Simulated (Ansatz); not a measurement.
Zinc-blende InN (metastable phase), treated with PBEsol (Ansatz, a program for electronic structure, PAW).

Run with plane-wave cutoff 520 eV, 24×24×24 k mesh, Fermi–Dirac smearing 0.05 eV, scalar-relativistic PAW data made under PBE.

Cell (relaxed at this level):

```
InN
1.0
    0.00000     2.49317     2.49317
    2.49317     0.00000     2.49317
    2.49317     2.49317     0.00000
In N
1 1
Direct
  0.00000   0.00000   0.00000
  0.75000   0.75000   0.75000
```

What does this level give for the elastic constant C11, elastic constant C44, polycrystal shear modulus (Hill average) and elastic constant C12?


elastic constant C11: 173 GPa
elastic constant C44: 80.4 GPa
polycrystal shear modulus (Hill average): 52.8 GPa
elastic constant C12: 117 GPa

Note: the solid has no gap at this level, which affects its response.

Elastic constants are with the ions relaxed.

Spin–orbit coupling is not included.

Computed values are for the static lattice.

Cost on a shared machine: around 17 core-minutes (rough).
